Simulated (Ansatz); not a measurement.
# How SnO stores the work of compression

Theory: DFT PBEsol, scalar-relativistic, plane waves, PAW in Ansatz 0.2.0. Run with 420 eV cutoff, 12×12×10 k-mesh, Gaussian smearing of 0.10 eV, no spin polarisation.

Starting point, cell and atoms relaxed:

```
Sn O
1.0
     3.80529    0.00000    0.00000
     0.00000    3.80529    0.00000
     0.00000    0.00000    4.75343
Sn O
2 2
Direct
  0.00000 0.50000 0.24240
  0.50000 0.00000 0.75760
  0.50000 0.50000 0.00000
  0.00000 0.00000 0.00000
```

Cell and atoms were relaxed at each target pressure within the start's symmetry (P4/nmm), at zero temperature; other phases can be more stable under pressure. H = E + PV with P the target; E is the free energy at the smearing used, whose derivative the pressure is, per atom and counted from zero pressure. The mesh named is that at zero pressure; some other pressures ran on another.

```
P (GPa) V (Å³/atom) E − E0 (meV) H − H0 (meV)
      0       17.208           0.0           0.0
      1       16.737           1.4         105.8
      4       15.730          16.3         409.1
     12       14.337          81.9        1155.7
     25       13.047         225.6        2261.5
     50       11.693         531.2        4180.4
     90       10.483        1047.6        6936.1
```

Problem. Thermodynamics gives dH/dP = V along a relaxed path. Integrate V over P by the trapezoid rule and compare with the computed enthalpies.

Solution. With 1 eV/Å³ = 160.22 GPa, each step adds the mean volume times ΔP / 160.22:
```csv
P (GPa),∫V dP (meV),H − H0 (meV),difference (meV)
1,105.9,105.8,0.1
4,409.9,409.1,0.8
12,1160.6,1155.7,4.8
25,2271.6,2261.5,10.1
50,4201.8,4180.4,21.4
90,6970.1,6936.1,33.9
```

V(P) curves upward, so the trapezoid rule runs high; integrating a smooth curve through the same points (P as a polynomial of degree 4 in ln V) puts that excess at about 34.4 meV at 90 GPa, against the 33.9 meV found.

Problem. At 90 GPa, how much of the enthalpy change is stored energy and how much is the PV term?

Solution. E rises by 1048 meV/atom and PV is 90 × 10.483 / 160.22 = 5888 meV/atom, so PV makes 85 % of ΔH. So between rival structures at high pressure a small difference in volume can outweigh the difference in energy: 1 % of this volume is worth 58.9 meV/atom at this pressure.

Problem. What bulk modulus do the lowest pressures give, and how is the compression shared among the axes?

Solution. From the pressures that the runs reached, -0.97 GPa (17.789 Å³) and 0.99 GPa (16.737 Å³), B = −ΔP/Δln V = 1.96 / 0.0610 = 32 GPa, a mean over that range. The linear compressibilities −Δln(length)/ΔP are 3.90 along a, 3.90 along b, 23.29 along c (in TPa⁻¹). With fixed angles they add up to 1/B: 31.08 against 31.08. Softest: c, at 75 % of the volume change per axis.

SnO is soft at first because its layers close up more easily than they shrink: the linear compressibility is 23.29 TPa⁻¹ along c against 3.90 TPa⁻¹ along a. Within a layer, strained Sn–O bonds resist compression, whereas between layers the tin lone pairs, formed by Sn s–p mixing through oxygen p states, face each other across a weakly bonded gap. The exact softness of that gap may also reflect how the functional treats dispersion. As the gap closes, overlap repulsion between the lone pairs probably takes over, consistent with the volume falling ever more slowly per unit of pressure.

The stored energy is the mechanical work done on the crystal. It starts quadratically in pressure while PV starts linearly, so its share of the enthalpy change is tiny at first and grows at every step. The large PV term at 90 GPa mostly reflects the volume that remains, not work absorbed by the bonds. Whether c is still the softest axis there can't be told from the low-pressure compressibilities.
